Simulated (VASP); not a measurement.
Set up this calculation in VASP 6.6.1, as an ASE script.

```
Task                   : single point
Functional             : PBE
Potentials or basis    : VASP PAW PBE potentials, release 54 (S, Pb_d)
Cutoff                 : 520 eV
k mesh                 : 8 × 8 × 8
Occupations            : gaussian, width 0.05 eV
Spin                   : no spin polarisation
Further INCAR settings : ALGO = Fast; EDIFF = 1.00e-07; NBANDS = 17
```

The system is PbS.

```
S Pb
1.0
     2.11266    1.21975    3.45192
    -2.11266    1.21975    3.45192
     0.00000   -2.43949    3.45192
S Pb
1 1
Direct
  0.47504 0.47504 0.47504
  0.98057 0.98057 0.98057
```

The cell is a database's computed one.

The input as run:

run.py

```python
from ase.calculators.vasp import Vasp
from ase.dft.bandgap import bandgap
from ase.spacegroup import crystal

atoms = crystal(
    ['Pb', 'S'],
    basis=[[0.6666666667, 0.3333333333, 0.3138991133], [0.3333333333, 0.6666666667, 0.1417022167]],
    spacegroup=160,
    setting=1,
    cellpar=[4.22532341, 4.22532341, 10.35574876, 90.0, 90.0, 120.0],
    primitive_cell=True,
)
calc = Vasp(
    directory='calc',
    xc='pbe',
    pp='PBE',
    setups='recommended',
    pp_version='54',
    prec='Accurate',
    encut=520,
    ediff=1e-07,
    ismear=0,
    sigma=0.05,
    lreal=False,
    lasph=True,
    nelm=100,
    algo='Fast',
    isif=2,
    lwave=False,
    lcharg=False,
    kpts=[8, 8, 8],
    gamma=True,
    nbands=17,
)
atoms.calc = calc

print('energy (eV):', atoms.get_potential_energy())
print('free energy (eV):', atoms.get_potential_energy(force_consistent=True))
print('forces (eV/A):')
print(atoms.get_forces())
print('stress (eV/A^3, Voigt):', atoms.get_stress())
print('Fermi level (eV):', calc.get_fermi_level())
gap, top, bottom = bandgap(calc)
print('band gap (eV):', gap, 'from (spin, k, band)', top, 'to', bottom)
```

Potentials or basis: VASP PAW PBE potentials, release 54 (S, Pb_d).

Run with:

```console
$ python run.py
```

Results of the run:

| Item | Value |
| --- | --- |
| Pressure | 0.9 GPa |
| Largest force | 0.019 eV/Å |
| Band gap on the k mesh | 0.46 eV, direct |

Caveat: spin-orbit coupling is left out, which as a rule narrows the gap of such compounds by several tenths of an eV.

Wall time 48 s on 1 thread of Intel(R) Xeon(R) Platinum 8488C (Sapphire Rapids) (shared host), peak memory 0.21 GiB.
